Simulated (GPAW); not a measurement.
# InP (F-43m) in GPAW: notebook, part 2 of 2

GPAW 26.7.0.

## (3) Phonons, revPBE

The input, run.py:

```python
import json
import numpy as np
import spglib
from ase import Atoms
from ase.constraints import FixSymmetry
from ase.filters import FrechetCellFilter
from ase.io import read, write
from ase.optimize import BFGS
from phonopy import Phonopy
from phonopy.structure.atoms import PhonopyAtoms
from gpaw import GPAW, PW

atoms = read('InP.cif')
cell, positions, numbers = spglib.find_primitive(
    (atoms.cell[:], atoms.get_scaled_positions(), atoms.numbers), symprec=1e-4)
atoms = Atoms(numbers, cell=cell, scaled_positions=positions, pbc=True)

calc = GPAW(mode=PW(600),
            xc='revPBE',
            kpts={'size': (8, 8, 8), 'gamma': True},
            occupations={'name': 'fermi-dirac', 'width': 0.05},
            nbands=18,
            convergence={'density': 1e-06, 'eigenstates': 1e-09},
            maxiter=150,
            txt='gpaw.txt')
atoms.calc = calc
atoms.set_constraint(FixSymmetry(atoms))
BFGS(FrechetCellFilter(atoms), trajectory='relax.traj', logfile='-').run(fmax=0.005, steps=40)
atoms.set_constraint()
energy = atoms.get_potential_energy()
forces = atoms.get_forces()
stress = atoms.get_stress()
calc.write('gs.gpw')
write('result.traj', atoms)
print('Cell:', atoms.cell.cellpar().round(4))
print(atoms.get_scaled_positions().round(5))

def force_constants(scale):
    unit = PhonopyAtoms(symbols=atoms.get_chemical_symbols(), cell=atoms.cell[:] * scale**(1 / 3),
                        scaled_positions=atoms.get_scaled_positions())
    ph = Phonopy(unit, supercell_matrix=np.diag([1, 1, 1]), primitive_matrix=np.eye(3), symprec=1e-4)
    ph.generate_displacements(distance=0.02)
    forces = []
    for i, sc in enumerate(ph.supercells_with_displacements):
        a = Atoms(sc.symbols, cell=sc.cell, scaled_positions=sc.scaled_positions, pbc=True)
        c = GPAW(mode=PW(600),
                 xc='revPBE',
                 kpts={'size': (8, 8, 8), 'gamma': True},
                 occupations={'name': 'fermi-dirac', 'width': 0.05},
                 nbands=18,
                 convergence={'density': 1e-06, 'eigenstates': 1e-09},
                 maxiter=150,
                 txt=f'disp-{scale:.3f}-{i:02d}.txt')
        a.calc = c
        f = a.get_forces()
        forces.append(f - f.mean(axis=0))
        print(f'displacement {i}: drift', f.mean(axis=0).round(5), flush=True)
    ph.forces = forces
    ph.produce_force_constants()
    ph.symmetrize_force_constants()
    return ph

qpoints = [[0.0, 0.0, 0.0]]
results = {}
for scale in [1.0]:
    ph = force_constants(scale)
    ph.run_qpoints(qpoints)
    nu = ph.qpoints.frequencies * 33.35641  # THz to cm^-1
    results[f'{scale:.3f}'] = nu.tolist()
    for qp, f in zip(qpoints, nu):
        print(scale, np.round(qp, 4), f.round(2))
json.dump(results, open('phonons.json', 'w'))
```

The input, InP.cif:

```cif
data_InP
_cell_length_a 5.86100000
_cell_length_b 5.86100000
_cell_length_c 5.86100000
_cell_angle_alpha 90.00000000
_cell_angle_beta 90.00000000
_cell_angle_gamma 90.00000000
_space_group_name_H-M_alt 'F-43m'
_space_group_name_Hall 'F -4 2 3'
_space_group_IT_number 216
loop_
_space_group_symop_operation_xyz
'x,y,z'
'y,-x,-z'
'-x,-y,z'
'-y,x,-z'
'x,-y,-z'
'y,x,z'
'-x,y,-z'
'-y,-x,z'
'z,x,y'
'-z,y,-x'
'z,-x,-y'
'-z,-y,x'
'-z,x,-y'
'z,y,x'
'-z,-x,y'
'z,-y,-x'
'y,z,x'
'-x,-z,y'
'-y,z,-x'
'x,-z,-y'
'-y,-z,x'
'x,z,y'
'y,-z,-x'
'-x,z,-y'
'x,y+1/2,z+1/2'
'y,-x+1/2,-z+1/2'
'-x,-y+1/2,z+1/2'
'-y,x+1/2,-z+1/2'
'x,-y+1/2,-z+1/2'
'y,x+1/2,z+1/2'
'-x,y+1/2,-z+1/2'
'-y,-x+1/2,z+1/2'
'z,x+1/2,y+1/2'
'-z,y+1/2,-x+1/2'
'z,-x+1/2,-y+1/2'
'-z,-y+1/2,x+1/2'
'-z,x+1/2,-y+1/2'
'z,y+1/2,x+1/2'
'-z,-x+1/2,y+1/2'
'z,-y+1/2,-x+1/2'
'y,z+1/2,x+1/2'
'-x,-z+1/2,y+1/2'
'-y,z+1/2,-x+1/2'
'x,-z+1/2,-y+1/2'
'-y,-z+1/2,x+1/2'
'x,z+1/2,y+1/2'
'y,-z+1/2,-x+1/2'
'-x,z+1/2,-y+1/2'
'x+1/2,y,z+1/2'
'y+1/2,-x,-z+1/2'
'-x+1/2,-y,z+1/2'
'-y+1/2,x,-z+1/2'
'x+1/2,-y,-z+1/2'
'y+1/2,x,z+1/2'
'-x+1/2,y,-z+1/2'
'-y+1/2,-x,z+1/2'
'z+1/2,x,y+1/2'
'-z+1/2,y,-x+1/2'
'z+1/2,-x,-y+1/2'
'-z+1/2,-y,x+1/2'
'-z+1/2,x,-y+1/2'
'z+1/2,y,x+1/2'
'-z+1/2,-x,y+1/2'
'z+1/2,-y,-x+1/2'
'y+1/2,z,x+1/2'
'-x+1/2,-z,y+1/2'
'-y+1/2,z,-x+1/2'
'x+1/2,-z,-y+1/2'
'-y+1/2,-z,x+1/2'
'x+1/2,z,y+1/2'
'y+1/2,-z,-x+1/2'
'-x+1/2,z,-y+1/2'
'x+1/2,y+1/2,z'
'y+1/2,-x+1/2,-z'
'-x+1/2,-y+1/2,z'
'-y+1/2,x+1/2,-z'
'x+1/2,-y+1/2,-z'
'y+1/2,x+1/2,z'
'-x+1/2,y+1/2,-z'
'-y+1/2,-x+1/2,z'
'z+1/2,x+1/2,y'
'-z+1/2,y+1/2,-x'
'z+1/2,-x+1/2,-y'
'-z+1/2,-y+1/2,x'
'-z+1/2,x+1/2,-y'
'z+1/2,y+1/2,x'
'-z+1/2,-x+1/2,y'
'z+1/2,-y+1/2,-x'
'y+1/2,z+1/2,x'
'-x+1/2,-z+1/2,y'
'-y+1/2,z+1/2,-x'
'x+1/2,-z+1/2,-y'
'-y+1/2,-z+1/2,x'
'x+1/2,z+1/2,y'
'y+1/2,-z+1/2,-x'
'-x+1/2,z+1/2,-y'
loop_
_atom_site_label
_atom_site_type_symbol
_atom_site_symmetry_multiplicity
_atom_site_Wyckoff_symbol
_atom_site_fract_x
_atom_site_fract_y
_atom_site_fract_z
_atom_site_occupancy
In1 In 4 a 0.0000000000 0.0000000000 0.0000000000 1
P1 P 4 c 0.2500000000 0.2500000000 0.2500000000 1
```

Potentials or basis: the program's PAW data sets (release 1.2.1) made for this functional, pw.

Command:

```sh
$ OMP_NUM_THREADS=1 python run.py
```

gpaw.txt:

```text
__  _  _
 | _ |_)|_||  |
 |__||  | ||/\| - 26.7.0

Input parameters:
  mode=PW(ecut=600.0),
  convergence={'density': 1e-06, 'eigenstates': 1e-09},
  kpts=MonkhorstPack(size=(8, 8, 8), gamma=True),
  maxiter=150,
  nbands=18,
  occupations=Occupations(name='fermi-dirac', width=0.05),
  xc=XC(name='revPBE')

Diagonalizing LCAO Hamiltonian
Converting LCAO to pw mode

           P

       In

Atoms  # Å, Bohr magnetons
|   | symbol |        x |        y |        z |    initial magnetic moments |
|---|--------|----------|----------|----------|-----------------------------|
| 0 |     In | 0.000000 | 0.000000 | 0.000000 | ( 0.0000,  0.0000,  0.0000) |
| 1 |      P | 1.465250 | 1.465250 | 1.465250 | ( 0.0000,  0.0000,  0.0000) |

Unit cell  # Å
| periodic |        x |        y |        z |  lengths |    angles |
|----------|----------|----------|----------|----------|-----------|
|      yes | 0.000000 | 2.930500 | 2.930500 | 4.144353 | 60.000000 |
|      yes | 2.930500 | 0.000000 | 2.930500 | 4.144353 | 60.000000 |
|      yes | 2.930500 | 2.930500 | 0.000000 | 4.144353 | 60.000000 |

Number of symmetries: 24
Symmetry operations  # r_c * U_cc + t_c -> r_c
|    | kind |            matrix            |
|----|------|------------------------------|
|  0 |  E   |  1, 0, 0,  0, 1, 0,  0, 0, 1 |
|  1 |  σ   |  1, 0, 0,  0, 0, 1,  0, 1, 0 |
|  2 |  σ   |  1, 0,-1,  0, 1,-1,  0, 0,-1 |
|  3 |  C3  |  1, 0,-1,  0, 0,-1,  0, 1,-1 |
|  4 |  C3  |  1,-1, 0,  0,-1, 1,  0,-1, 0 |
|  5 |  σ   |  1,-1, 0,  0,-1, 0,  0,-1, 1 |
|  6 |  σ   |  0, 1, 0,  1, 0, 0,  0, 0, 1 |
[... 713 lines left out ...]
|         x |         y |         z |
|-----------|-----------|-----------|
| -0.001525 | -0.000000 | -0.000000 |
| -0.000000 | -0.001525 | -0.000000 |
| -0.000000 | -0.000000 | -0.001525 |

Forces  # eV/Ang
|       x |       y |        z |
|---------|---------|----------|
| 0.00000 | 0.00000 | -0.00000 |  # In   0
| 0.00000 | 0.00000 | -0.00000 |  # P    1

Interpolating wave functions to new cell

            P

       In

Atoms  # Å, Bohr magnetons
|   | symbol |         x |         y |         z |    initial magnetic moments |
|---|--------|-----------|-----------|-----------|-----------------------------|
| 0 |     In | -0.000000 | -0.000000 | -0.000000 | ( 0.0000,  0.0000,  0.0000) |
| 1 |      P |  1.497902 |  1.497902 |  1.497902 | ( 0.0000,  0.0000,  0.0000) |

Unit cell  # Å
| periodic |        x |         y |        z |  lengths |    angles |
|----------|----------|-----------|----------|----------|-----------|
|      yes | 0.000000 |  2.995804 | 2.995804 | 4.236707 | 60.000000 |
|      yes | 2.995804 | -0.000000 | 2.995804 | 4.236707 | 60.000000 |
|      yes | 2.995804 |  2.995804 | 0.000000 | 4.236707 | 60.000000 |

Number of symmetries: 24
Symmetry operations  # r_c * U_cc + t_c -> r_c
|    | kind |            matrix            |
|----|------|------------------------------|
|  0 |  E   |  1, 0, 0,  0, 1, 0,  0, 0, 1 |
|  1 |  σ   |  1, 0, 0,  0, 0, 1,  0, 1, 0 |
|  2 |  σ   |  1, 0,-1,  0, 1,-1,  0, 0,-1 |
|  3 |  C3  |  1, 0,-1,  0, 0,-1,  0, 1,-1 |
|  4 |  C3  |  1,-1, 0,  0,-1, 1,  0,-1, 0 |
|  5 |  σ   |  1,-1, 0,  0,-1, 0,  0,-1, 1 |
|  6 |  σ   |  0, 1, 0,  1, 0, 0,  0, 0, 1 |
|  7 |  C3  |  0, 1, 0,  0, 0, 1,  1, 0, 0 |
|  8 |  C2  |  0, 1,-1,  1, 0,-1,  0, 0,-1 |
[... 205 lines left out ...]
Stress tensor  # eV/Ang^3
|         x |         y |         z |
|-----------|-----------|-----------|
| -0.000103 | -0.000000 |  0.000000 |
| -0.000000 | -0.000103 |  0.000000 |
|  0.000000 |  0.000000 | -0.000103 |

Forces  # eV/Ang
|        x |        y |       z |
|----------|----------|---------|
|  0.00000 |  0.00000 | 0.00000 |  # In   0
| -0.00000 | -0.00000 | 0.00000 |  # P    1

# Writing to gs.gpw (mode='')
```

stdout:

```text
Step          Energy          fmax
BFGS:    0       -8.022665        0.691235
BFGS:    1       -8.040917        0.526466
BFGS:    2       -8.067968        0.040837
BFGS:    3       -8.068194        0.002761
Cell: [ 4.2367  4.2367  4.2367 60.     60.     60.    ]
[[0.   0.   0.  ]
 [0.25 0.25 0.25]]
displacement 0: drift [ 0. -0. -0.]
displacement 1: drift [ 0. -0. -0.]
1.0 [0. 0. 0.] [ -0.    -0.     0.   280.04 280.04 280.04]
```

Run time: 3.3 min. Hardware: 1 thread of Arm Neoverse V2, shared host; peak memory 0.44 GiB.

Results:

```yaml
Free_energy: -8.0682 eV
Relaxed_volume: 26.89 Å³/atom
Relaxed_cell: a = 4.237 Å, b = 4.237 Å, c = 4.237 Å, α = 60.00°, β = 60.00°, γ = 60.00°
Space_group_after_relaxing_to_0.05_Å: F-43m (No. 216)
Pressure_after_relaxing: 0.0 GPa
Band_gap_on_the_k_mesh: 0.45 eV, direct
Highest_phonon_frequency_at_Γ_LO-TO_splitting_left_out: 280 cm⁻¹
```

Final structure:
```
In P
1.0
     0.00000    2.99580    2.99580
     2.99580    0.00000    2.99580
     2.99580    2.99580    0.00000
In P
1 1
Direct
  0.00000 0.00000 0.00000
  0.25000 0.25000 0.25000
```

Levels at points of the mesh, in eV from the valence-band top:
```tsv
k point	band 7	band 8	band 9	band 10	band 11	band 12
(0.00, 0.00, 0.00)	0.00	0.00	0.00	0.45	4.10	4.10
(0.50, 0.50, 0.00)	-5.44	-2.11	-2.11	1.96	2.34	8.93
(0.50, 0.50, 0.50)	-5.36	-0.88	-0.88	1.42	4.82	4.82
```

Phonon frequencies in cm⁻¹ (negative: imaginary):
```tsv
q point	frequencies
(0.000, 0.000, 0.000)	0 0 0 280 280 280
```

Caveat: the LO-TO splitting is left out; spin-orbit coupling is left out, which moves the levels of the heavy elements.

## (4) Phonons, LDA

run.py, as its differences from that of step 3:

```diff
@@ -2,7 +2,5 @@
 import numpy as np
-import spglib
 from ase import Atoms
 from ase.constraints import FixSymmetry
-from ase.filters import FrechetCellFilter
-from ase.io import read, write
+from ase.io import write
 from ase.optimize import BFGS
@@ -12,9 +10,12 @@
 
-atoms = read('InP.cif')
-cell, positions, numbers = spglib.find_primitive(
-    (atoms.cell[:], atoms.get_scaled_positions(), atoms.numbers), symprec=1e-4)
-atoms = Atoms(numbers, cell=cell, scaled_positions=positions, pbc=True)
+atoms = Atoms(['In', 'P'],
+              cell=[[0.0, 2.9305, 2.9305],
+                    [2.9305, 0.0, 2.9305],
+                    [2.9305, 2.9305, 0.0]],
+              scaled_positions=[[0.0, 0.0, 0.0],
+                                [0.75, 0.75, 0.75]],
+              pbc=True)
 
 calc = GPAW(mode=PW(600),
-            xc='revPBE',
+            xc='LDA',
             kpts={'size': (8, 8, 8), 'gamma': True},
@@ -23,3 +24,5 @@
             convergence={'density': 1e-06, 'eigenstates': 1e-09},
-            maxiter=150,
+            mixer={'backend': 'pulay'},
+            eigensolver='ppcg',
+            maxiter=100,
             txt='gpaw.txt')
@@ -27,3 +30,3 @@
 atoms.set_constraint(FixSymmetry(atoms))
-BFGS(FrechetCellFilter(atoms), trajectory='relax.traj', logfile='-').run(fmax=0.005, steps=40)
+BFGS(atoms, trajectory='relax.traj', logfile='-').run(fmax=0.005, steps=40)
 atoms.set_constraint()
@@ -42,3 +45,3 @@
     ph = Phonopy(unit, supercell_matrix=np.diag([1, 1, 1]), primitive_matrix=np.eye(3), symprec=1e-4)
-    ph.generate_displacements(distance=0.02)
+    ph.generate_displacements(distance=0.01)
     forces = []
@@ -47,3 +50,3 @@
         c = GPAW(mode=PW(600),
-                 xc='revPBE',
+                 xc='LDA',
                  kpts={'size': (8, 8, 8), 'gamma': True},
@@ -52,3 +55,5 @@
                  convergence={'density': 1e-06, 'eigenstates': 1e-09},
-                 maxiter=150,
+                 mixer={'backend': 'pulay'},
+                 eigensolver='ppcg',
+                 maxiter=100,
                  txt=f'disp-{scale:.3f}-{i:02d}.txt')
```

Potentials or basis: the program's PAW data sets (release 1.2.1) made for this functional, pw.

Command:

```sh
$ OMP_NUM_THREADS=1 python run.py
```

gpaw.txt:

```text
__  _  _
 | _ |_)|_||  |
 |__||  | ||/\| - 26.7.0

Input parameters:
  mode=PW(ecut=600.0),
  convergence={'density': 1e-06, 'eigenstates': 1e-09},
  eigensolver=PPCG(niter=2, min_niter=1, max_buffer_mem=209715200, blocksize=None, rr_modulo=5, include_cg=True, promote_inner_dtype=False, tolerances=None),
  kpts=MonkhorstPack(size=(8, 8, 8), gamma=True),
  maxiter=100,
  mixer=Pulay(name='pulay', nmaxold=16, beta=0.08, weight=20.0, sigma=0.015, g_ss=None),
  nbands=18,
  occupations=Occupations(name='fermi-dirac', width=0.05),
  xc=XC(name='LDA')

Diagonalizing LCAO Hamiltonian
Converting LCAO to pw mode

                     P

       In

Atoms  # Å, Bohr magnetons
|   | symbol |        x |        y |        z |    initial magnetic moments |
|---|--------|----------|----------|----------|-----------------------------|
| 0 |     In | 0.000000 | 0.000000 | 0.000000 | ( 0.0000,  0.0000,  0.0000) |
| 1 |      P | 4.395750 | 4.395750 | 4.395750 | ( 0.0000,  0.0000,  0.0000) |

Unit cell  # Å
| periodic |        x |        y |        z |  lengths |    angles |
|----------|----------|----------|----------|----------|-----------|
[... 178 lines left out ...]

Energy contributions:
  Kinetic:          19.030773
  Coulomb:         -17.591824
  Zero:              0.103754
  External:          0.000000
  Xc:              -11.451427
  Entropy:          -0.000036
  Spinorbit:         0.000000
  ----------------------------
  Free energy:      -9.908761
  Extrapolated:     -9.908743

dipole moment: (-17.026118, -17.026118, -17.026118)  # |e|*Ang

Fermi level: 4.943
Eigenvalues  # (at kpt = [0.000, 0.000, 0.000])
| band index |      eig [eV] | occ [0-2] |
|------------|---------------|-----------|
|          0 |        -9.414 |     2.000 |
|          1 |        -9.414 |     2.000 |
|          2 |        -9.414 |     2.000 |
|          3 |        -9.255 |     2.000 |
|          4 |        -9.255 |     2.000 |
|          5 |        -6.892 |     2.000 |
[... 10 lines left out ...]
|         16 |        15.702 |     0.000 |
|         17 |        15.702 |     0.000 |

Gap: 0.479 eV
Transition (v -> c):
  (s=0, k=0, n=8, [0.00, 0.00, 0.00]) -> (s=0, k=0, n=9, [0.00, 0.00, 0.00])
No difference between direct/indirect transitions

Forces  # eV/Ang
|        x |       y |        z |
|----------|---------|----------|
| -0.00000 | 0.00000 | -0.00000 |  # In   0
|  0.00000 | 0.00000 |  0.00000 |  # P    1

Stress tensor  # eV/Ang^3
|        x |        y |        z |
|----------|----------|----------|
| 0.009257 | 0.000000 | 0.000000 |
| 0.000000 | 0.009257 | 0.000000 |
| 0.000000 | 0.000000 | 0.009257 |

# Writing to gs.gpw (mode='')
```

stdout:

```text
Step          Energy          fmax
BFGS:    0       -9.908761        0.000000
Cell: [ 4.1444  4.1444  4.1444 60.     60.     60.    ]
[[0.   0.   0.  ]
 [0.75 0.75 0.75]]
displacement 0: drift [0. 0. 0.]
displacement 1: drift [-0. -0. -0.]
1.0 [0. 0. 0.] [ -0.    -0.     0.   296.01 296.01 296.01]
```

disp-1.000-00.txt:

```text
__  _  _
 | _ |_)|_||  |
 |__||  | ||/\| - 26.7.0

Input parameters:
  mode=PW(ecut=600.0),
  convergence={'density': 1e-06, 'eigenstates': 1e-09},
  eigensolver=PPCG(niter=2, min_niter=1, max_buffer_mem=209715200, blocksize=None, rr_modulo=5, include_cg=True, promote_inner_dtype=False, tolerances=None),
  kpts=MonkhorstPack(size=(8, 8, 8), gamma=True),
  maxiter=100,
[... 212 lines left out ...]
|         16 |        15.690 |     0.000 |
|         17 |        15.710 |     0.000 |

Gap: 0.460 eV
Transition (v -> c):
  (s=0, k=0, n=8, [0.00, 0.00, 0.00]) -> (s=0, k=0, n=9, [0.00, 0.00, 0.00])
No difference between direct/indirect transitions

Forces  # eV/Ang
|        x |        y |        z |
|----------|----------|----------|
|  0.00121 | -0.05558 | -0.05558 |  # In   0
| -0.00121 |  0.05558 |  0.05558 |  # P    1
```

Wall time 3.1 min (1 thread of Arm Neoverse V2, shared host); peak memory 0.47 GiB.

Results:

| Item | Value |
| --- | --- |
| Free energy | -9.9088 eV |
| Pressure after relaxing | -1.5 GPa |
| Band gap on the k mesh | 0.48 eV, direct |
| Highest phonon frequency at Γ, LO-TO splitting left out | 296 cm⁻¹ |

Final structure:
```
CELL_PARAMETERS angstrom
0.00000 2.93050 2.93050
2.93050 0.00000 2.93050
2.93050 2.93050 0.00000
ATOMIC_POSITIONS crystal
In 0.00000 0.00000 0.00000
P 0.75000 0.75000 0.75000
```

Levels at points of the mesh, in eV from the valence-band top:
```tsv
k point	band 5	band 6	band 7	band 8	band 9	band 10	band 11	band 12	band 13	band 14
(0.00, 0.00, 0.00)	-13.93	-11.56	0.00	0.00	0.00	0.48	3.93	3.93	3.93	8.28
(0.50, 0.50, 0.00)	-13.89	-9.13	-5.88	-2.37	-2.37	1.60	2.12	8.98	9.40	9.40
(0.50, 0.50, 0.50)	-13.91	-9.80	-5.85	-1.00	-1.00	1.31	4.69	4.69	6.90	9.23
```

Phonon frequencies in cm⁻¹ (negative: imaginary):
```
              q point        frequencies
(0.000, 0.000, 0.000)  0 0 0 296 296 296
```

Caveat: the LO-TO splitting is left out; spin-orbit coupling is left out, which moves the levels of the heavy elements. As with any semilocal functional, this LDA gap is likely too small.

## (5) How close it comes

Step 3. Against the measured gap of InP, 1.4236 eV (direct; 1.6 K; a printed reference work, data compilation), the calculated 0.45 eV is off by -0.97 eV. Spin-orbit coupling on In is left out. The value is that of revPBE, without temperature or zero-point motion. Semilocal functionals fall short of measured gaps as a rule.
